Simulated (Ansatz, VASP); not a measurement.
## Two plane-wave programs on AlN

INCAR

```
SYSTEM = AlN
ALGO = Normal
EDIFF = 1E-7
ENCUT = 520
GGA = CA
ISIF = 2
ISMEAR = 0
LASPH = .TRUE.
LCHARG = .FALSE.
LREAL = .FALSE.
LWAVE = .FALSE.
NBANDS = 16
NELM = 60
PREC = Accurate
SIGMA = 0.1
```

File KPOINTS:

```
k-points
0
G
  6 6 4
  0 0 0
```

POSCAR

```
AlN
1.0
    3.3121157418      0.0000000000      0.0000000000
   -1.6560578709      2.8683763727      0.0000000000
    0.0000000000      0.0000000000      4.1875630000
Al N
2 2
Direct
    0.3333333300      0.6666666700      0.7500000000
    0.6666666700      0.3333333300      0.2500000000
    0.3333333300      0.6666666700      0.2500000000
    0.6666666700      0.3333333300      0.7500000000
```

Input for Ansatz:

```yaml
crystal:
  lattice:
    - [3.3121157418, 0.0, 0.0]
    - [-1.6560578709, 2.8683763727, 0.0]
    - [0.0, 0.0, 4.187563]
  atoms:
    - { symbol: Al, position: [0.33333333, 0.66666667, 0.75] }
    - { symbol: Al, position: [0.66666667, 0.33333333, 0.25] }
    - { symbol: "N", position: [0.33333333, 0.66666667, 0.25] }
    - { symbol: "N", position: [0.66666667, 0.33333333, 0.75] }
basis:
  ecutwfc: 420
kpoints:
  mp_grid: { grid: [6, 6, 4] }
hamiltonian:
  xc: lda
scf:
  occupations: { method: gaussian, width: 0.1 }
output:
  forces: true
  stress: true
  eigenvalues: true
```

Measurements of this composition are mostly on another form, of space group No. 186.

Alike in both runs: task single point; functional LDA; k mesh 6 × 6 × 4; occupations gaussian, width 0.1 eV; no spin polarisation.

|  | VASP | Ansatz |
| --- | --- | --- |
| version | VASP 6.6.1 | Ansatz 0.2.0 |
| potentials or method | VASP PAW LDA potentials, release 64 (Al, N) | scalar-relativistic, plane waves, PAW |
| plane-wave cutoff (eV) | 520 | 420 |
| valence electrons in the cell | 16 | 16 |

Ansatz gave:

```
gap on the k mesh at the Fermi level (eV)       : 3.28
least direct gap on the mesh (eV)               : 3.28
pressure (GPa)                                  : -8.7
largest component of the traceless stress (GPa) : 0.11
```

Problem. Which values does VASP return?

Solution. gap on the k mesh at the Fermi level (eV): 3.29; least direct gap on the mesh (eV): 3.29; pressure (GPa): -8.2; largest component of the traceless stress (GPa): 0.32.

A k mesh can miss the band edges.
